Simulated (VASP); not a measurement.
# GaN (P6_3mc) in VASP: further runs, part 2 of 2

VASP 6.6.1.

## 4. Born charges and dielectric tensor, LDA

File INCAR:

```
PREC = Accurate ; ENCUT = 520
EDIFF = 1E-8 ; ISMEAR = -1
SIGMA = 0.05 ; LREAL = F
LASPH = T ; NELM = 60
ALGO = Normal ; ISIF = 2
LWAVE = F ; LCHARG = F
LEPSILON = T ; IBRION = 8
```

File KPOINTS:

```
Automatic mesh
0
Gamma
  10 10 5
```

File POSCAR:

```
GaN
1.0
    3.1800000000      0.0000000000      0.0000000000
   -1.5900000000      2.7539607840      0.0000000000
    0.0000000000      0.0000000000      5.1660000000
Ga N
2 2
Direct
    0.6666666667      0.3333333333      0.5000000000
    0.3333333333      0.6666666667      0.0000000000
    0.6666666667      0.3333333333      0.8750000000
    0.3333333333      0.6666666667      0.3750000000
```

Potentials or basis: VASP PAW LDA potentials, release 64 (Ga_d, N).

Run with:

```bash
> cat potpaw_LDA.64/Ga_d/POTCAR potpaw_LDA.64/N/POTCAR > POTCAR
> mpirun -np 1 vasp_std > vasp.out
```

OUTCAR:

```text
PREC = Accurate
   ENCUT = 520
   EDIFF = 1E-8
   ISMEAR = -1
   LREAL = F
   LASPH = T
   NELM = 60
   ISIF = 2
   LEPSILON = T
   IBRION = 8

 ion  position               nearest neighbor table
   1  0.667  0.333  0.500-   3 1.94   4 1.95   4 1.95   4 1.95
   2  0.333  0.667  0.000-   4 1.94   3 1.95   3 1.95   3 1.95
   3  0.667  0.333  0.875-   1 1.94   2 1.95   2 1.95   2 1.95
   4  0.333  0.667  0.375-   2 1.94   1 1.95   1 1.95   1 1.95

  LATTYP: Found a hexagonal cell.
 ALAT       =     3.1800000000
 C/A-ratio  =     1.6245283019

  Lattice vectors:

 A1 = (   3.1800000000,   0.0000000000,   0.0000000000)
 A2 = (  -1.5900000000,   2.7539607840,   0.0000000000)
 A3 = (   0.0000000000,   0.0000000000,   5.1660000000)

Analysis of symmetry for initial positions (statically):
[... 936 lines left out ...]
  4X    11.384546    0.000000    0.000000    1.057217    0.000000    0.000000    0.648784   -0.000000    0.000000  -13.090547   -0.000000    0.000000
  4Y     0.000000   11.384546    0.000000    0.000000    1.057217   -0.000000   -0.000000    0.648784   -0.000000    0.000000  -13.090547    0.000000
  4Z     0.000000   -0.000000    5.086752    0.000000    0.000000    7.404862    0.000000    0.000000    6.064386   -0.000000    0.000000  -18.556000

 Eigenvectors and eigenvalues of the dynamical matrix
 ----------------------------------------------------

   1 f  =   20.755009 THz   130.407567 2PiTHz  692.312576 cm-1    85.835781 meV
             X         Y         Z           dx          dy          dz
      1.590000  0.917987  2.583000    -0.000000   -0.000000    0.038903
     -0.000000  1.835974  0.000000    -0.000000   -0.000000   -0.038903
      1.590000  0.917987  4.520250    -0.000000   -0.000000   -0.706036
     -0.000000  1.835974  1.937250     0.000000    0.000000    0.706036
[... 71 lines left out ...]
  12 f/i=    0.002958 THz     0.018588 2PiTHz    0.098683 cm-1     0.012235 meV
             X         Y         Z           dx          dy          dz
      1.590000  0.917987  2.583000    -0.132462    0.631484    0.000000
     -0.000000  1.835974  0.000000    -0.132462    0.631484    0.000000
      1.590000  0.917987  4.520250    -0.059388    0.283117    0.000000
     -0.000000  1.835974  1.937250    -0.059388    0.283117    0.000000

--------------------------------------------------------------------------------------------------------

 MACROSCOPIC STATIC DIELECTRIC TENSOR IONIC CONTRIBUTION
 ------------------------------------------------------
           4.317546    -0.000000    -0.000000
          -0.000000     4.317546    -0.000000
          -0.000000    -0.000000     4.741710
 ------------------------------------------------------

 ELASTIC MODULI CONTR FROM IONIC RELAXATION (kBar)
 Direction    XX          YY          ZZ          XY          YZ          ZX
 --------------------------------------------------------------------------------
 XX        -544.5520    258.5262    305.1237      0.0000     -0.0000      0.0000
 YY         258.5262   -544.5520    305.1237     -0.0000      0.0000     -0.0000
 ZZ         305.1237    305.1237   -650.9936     -0.0000     -0.0000     -0.0000
 XY           0.0000     -0.0000     -0.0000   -401.5391      0.0000     -0.0000
 YZ          -0.0000      0.0000     -0.0000      0.0000   -138.7801      0.0000
 ZX           0.0000     -0.0000     -0.0000     -0.0000      0.0000   -147.3157
 --------------------------------------------------------------------------------

 PIEZOELECTRIC TENSOR IONIC CONTR  for field in x, y, z        (C/m^2)
          XX          YY          ZZ          XY          YZ          ZX
  --------------------------------------------------------------------------------
  x     0.00000    -0.00000    -0.00000    -0.00000     0.00000    -0.75044
  y    -0.00000     0.00000    -0.00000     0.00000    -0.72837     0.00000
  z    -0.77487    -0.77487     1.65321     0.00000     0.00000     0.00000
```

stdout:

```text
POSCAR found type information on POSCAR GaN
 POSCAR found :  2 types and       4 ions
 scaLAPACK will be used
 LDA part: xc-table for (Slater(with rela. corr.)+CA(PZ))
 , standard interpolation
[... 104 lines left out ...]
 onal to |phi(0)> (-1.310001652967546E-004,1.095304402731756E-014)
 LRF_COMMUTATOR internal error: the vector H(1)-e(1) S(1) |phi(0)> is not orthog
 onal to |phi(0)> (1.090716986964918E-004,5.915407053080912E-016)
 LRF_COMMUTATOR internal error: the vector H(1)-e(1) S(1) |phi(0)> is not orthog
 onal to |phi(0)> (-1.128676557506494E-004,-3.670501402819326E-014)
 LRF_COMMUTATOR internal error: the vector H(1)-e(1) S(1) |phi(0)> is not orthog
 onal to |phi(0)> (1.626029290827963E-004,5.981326545168031E-015)
 LRF_COMMUTATOR internal error: the vector H(1)-e(1) S(1) |phi(0)> is not orthog
 onal to |phi(0)> (-1.129883039204891E-004,-7.223735498662620E-014)
 LRF_C
```

It took 15 min on 1 thread of AMD EPYC 9R45 (Zen 5), shared host; peak memory 0.57 GiB.

What came out:

```
Band gap on the k mesh                                  : 1.99 eV, direct
Electronic dielectric tensor (diagonal)                 : 5.74, 5.74, 5.88
Born charges (mean of the diagonal)                     : Ga +2.63; N -2.63 e
Highest phonon frequency at Γ, LO-TO splitting left out : 692 cm⁻¹
```

Phonon frequencies in cm⁻¹ (negative: imaginary):
```tsv
q point	frequencies
(0.000, 0.000, 0.000)	0 0 0 139 139 335 539 539 540 547 547 692
```

Electronic dielectric tensor:
```
5.74 0.00 0.00
0.00 5.74 0.00
0.00 0.00 5.88
```

Born effective charge tensors (e):
atom 1, Ga
```
2.59 0.00 0.00
0.00 2.59 0.00
0.00 0.00 2.72
```
atom 2, Ga
```
2.59 0.00 0.00
0.00 2.59 0.00
0.00 0.00 2.72
```
atom 3, N
```
-2.59  0.00  0.00
 0.00 -2.59  0.00
 0.00  0.00 -2.72
```
atom 4, N
```
-2.59  0.00  0.00
 0.00 -2.59  0.00
 0.00  0.00 -2.72
```

## 5. Phonons, PBE

POSCAR is that of step 4.

File INCAR.step1:

```
SYSTEM = GaN
ALGO = Normal
EDIFF = 1E-8
EDIFFG = -0.002
ENCUT = 600
GGA = PE
IBRION = 2
ISIF = 3
ISMEAR = -1
LASPH = .TRUE.
LCHARG = .FALSE.
LREAL = .FALSE.
LWAVE = .FALSE.
NELM = 80
NSW = 40
PREC = Accurate
SIGMA = 0.05
```

File INCAR.step2:

```
SYSTEM = GaN
ALGO = Normal
EDIFF = 1E-8
ENCUT = 600
GGA = PE
IBRION = 8
ISIF = 2
ISMEAR = -1
LASPH = .TRUE.
LCHARG = .FALSE.
LREAL = .FALSE.
LWAVE = .FALSE.
NELM = 80
NSW = 1
PREC = Accurate
SIGMA = 0.05
```

File KPOINTS:

```
k-points
0
G
  7 7 4
  0 0 0
```

Potentials or basis: VASP PAW PBE potentials, release 64 (Ga_d, N).

Run with:

```bash
> cat potpaw_PBE.64/Ga_d/POTCAR potpaw_PBE.64/N/POTCAR > POTCAR
> cp INCAR.step1 INCAR
> mpirun -np 1 vasp_std > vasp.out
> cp CONTCAR POSCAR
> cp INCAR.step2 INCAR
> mpirun -np 1 vasp_std > vasp.out
```

OUTCAR:

```text
SYSTEM = GaN
   EDIFF = 1E-8
   ENCUT = 600
   GGA = PE
   IBRION = 8
   ISIF = 2
   ISMEAR = -1
   LASPH = .TRUE.
   LREAL = .FALSE.
   NELM = 80
   NSW = 1
   PREC = Accurate

 ion  position               nearest neighbor table
   1  0.667  0.333  0.499-   4 1.97   4 1.97   4 1.97   3 1.98
   2  0.333  0.667  0.999-   3 1.97   3 1.97   3 1.97   4 1.98
   3  0.667  0.333  0.876-   2 1.97   2 1.97   2 1.97   1 1.98
   4  0.333  0.667  0.376-   1 1.97   1 1.97   1 1.97   2 1.98

  LATTYP: Found a hexagonal cell.
[... 879 lines left out ...]
  4Z     0.000000    0.000000    4.605954    0.000000   -0.000000    6.030943   -0.000000    0.000000    5.718891    0.000000    0.000000  -16.355788

 Eigenvectors and eigenvalues of the dynamical matrix
 ----------------------------------------------------

   1 f  =   19.641030 THz   123.408232 2PiTHz  655.154244 cm-1    81.228737 meV
             X         Y         Z           dx          dy          dz
      1.609058  0.928990  2.616965    -0.000000   -0.000000    0.027274
     -0.000000  1.857980  5.238414    -0.000000   -0.000000   -0.027274
      1.609058  0.928990  4.592021    -0.000000   -0.000000   -0.706581
     -0.000000  1.857980  1.970572     0.000000    0.000000    0.706581
[... 71 lines left out ...]
  12 f/i=    0.004779 THz     0.030029 2PiTHz    0.159417 cm-1     0.019765 meV
             X         Y         Z           dx          dy          dz
      1.609058  0.928990  2.616965     0.000000   -0.000000   -0.645187
     -0.000000  1.857980  5.238414     0.000000   -0.000000   -0.645187
      1.609058  0.928990  4.592021     0.000000   -0.000000   -0.289367
     -0.000000  1.857980  1.970572     0.000000   -0.000000   -0.289367

--------------------------------------------------------------------------------------------------------

 ELASTIC MODULI CONTR FROM IONIC RELAXATION (kBar)
 Direction    XX          YY          ZZ          XY          YZ          ZX
 --------------------------------------------------------------------------------
 XX        -484.8129    231.5597    239.4919      0.0000      0.0000      0.0000
 YY         231.5597   -484.8129    239.4919      0.0000     -0.0000     -0.0000
 ZZ         239.4919    239.4919   -452.9566     -0.0000     -0.0000      0.0000
 XY           0.0000      0.0000     -0.0000   -358.1863      0.0000      0.0000
 YZ           0.0000     -0.0000     -0.0000      0.0000   -110.9308     -0.0000
 ZX           0.0000     -0.0000      0.0000     -0.0000     -0.0000   -116.9276
 --------------------------------------------------------------------------------
```

OUTCAR.step1:

```text
SYSTEM = GaN
   EDIFF = 1E-8
   EDIFFG = -0.002
   ENCUT = 600
   GGA = PE
   IBRION = 2
   ISIF = 3
   ISMEAR = -1
   LASPH = .TRUE.
   LREAL = .FALSE.
   NELM = 80
   NSW = 40
   PREC = Accurate

 ion  position               nearest neighbor table
[... 478 lines left out ...]
 Fermi energy:         5.8947015554

 k-point     1 :       0.0000    0.0000    0.0000
  band No.  band energies     occupation
      1     -10.7259      2.00000
      2      -9.9021      2.00000
      3      -8.4100      2.00000
      4      -8.3955      2.00000
      5      -8.3955      2.00000
      6      -8.3397      2.00000
[... 620 lines left out ...]
  FREE ENERGIE OF THE ION-ELECTRON SYSTEM (eV)
  ---------------------------------------------------
  free  energy   TOTEN  =       -24.3267737218 eV

  energy  without entropy=      -24.3267737207  energy(sigma->0) =      -24.32677372

 reached required accuracy - stopping structural energy minimisation
```

OSZICAR.step1:

```text
N       E                     dE             d eps       ncg     rms          rms(c)
DAV:   1     0.293195201374E+03    0.29320E+03   -0.20181E+04  1102   0.332E+03
DAV:   2     0.100762171750E+02   -0.28312E+03   -0.27489E+03  1164   0.564E+02
DAV:   3    -0.265635023244E+02   -0.36640E+02   -0.36284E+02  1200   0.163E+02
DAV:   4    -0.283146443854E+02   -0.17511E+01   -0.17464E+01  1482   0.361E+01
[... 81 lines left out ...]
DAV:   3    -0.243267749205E+02    0.17053E-04   -0.36606E-05  1644   0.146E-01    0.530E-03
DAV:   4    -0.243267745068E+02    0.41363E-06   -0.72913E-06  1074   0.238E-02    0.423E-03
DAV:   5    -0.243267739103E+02    0.59658E-06   -0.49375E-07  1590   0.686E-03    0.216E-03
DAV:   6    -0.243267737217E+02    0.18852E-06   -0.21491E-07  1296   0.689E-03    0.319E-04
DAV:   7    -0.243267737218E+02   -0.90949E-10   -0.13857E-08   690   0.141E-03
   8 F= -.24326774E+02 E0= -.24326774E+02  d E =-.878676E-05
```

It took 8.7 min on 1 thread of AMD EPYC 9R45 (Zen 5), shared host; peak memory 0.42 GiB.

Results:

- Relaxed volume: 11.76 Å³/atom
- Relaxed cell: a = 3.218 Å, b = 3.218 Å, c = 5.243 Å, α = 90.00°, β = 90.00°, γ = 120.00°
- Space group after relaxing (to 0.05 Å): P6_3mc (No. 186)
- Highest phonon frequency at Γ, LO-TO splitting left out: 655 cm⁻¹

Step by step:
```csv
step,energy change (eV),largest force (eV/Å),pressure (GPa),volume (Å³)
1,0.0000,0.1346,7.17,45.24
2,-0.0115,0.0615,-5.31,48.64
3,-0.0401,0.0111,-0.03,47.03
4,-0.0400,0.0131,0.11,46.99
5,-0.0401,0.0073,0.10,46.99
6,-0.0401,0.0027,0.10,47.00
7,-0.0401,0.0016,-0.10,47.05
8,-0.0401,0.0005,0.00,47.02
```

Final structure:
```
Ga N
1.0
     3.21812    0.00000    0.00000
    -1.60906    2.78697    0.00000
     0.00000    0.00000    5.24290
Ga N
2 2
Cartesian
  1.6091 0.9290 2.6170
  0.0000 1.8580 5.2384
  1.6091 0.9290 4.5920
  0.0000 1.8580 1.9706
```

Phonon frequencies in cm⁻¹ (negative: imaginary):
```csv
q point,frequencies
"(0.000, 0.000, 0.000)",0 0 0 136 136 321 498 521 521 529 529 655
```

## 6. Comparison with measurements

Step 4. Against the measured gap of GaN, 3.503 eV (direct; quoted in “Studying electronic properties in GaN without electrical contacts using γ-γ vs e−-γ Perturbed Angular Correlations”, 2019, pmc:6823545), the calculated 1.99 eV is off by -1.51 eV. Spin-orbit coupling on Ga is left out. The value is that of LDA, without temperature or zero-point motion. Semilocal functionals fall short of measured gaps as a rule.
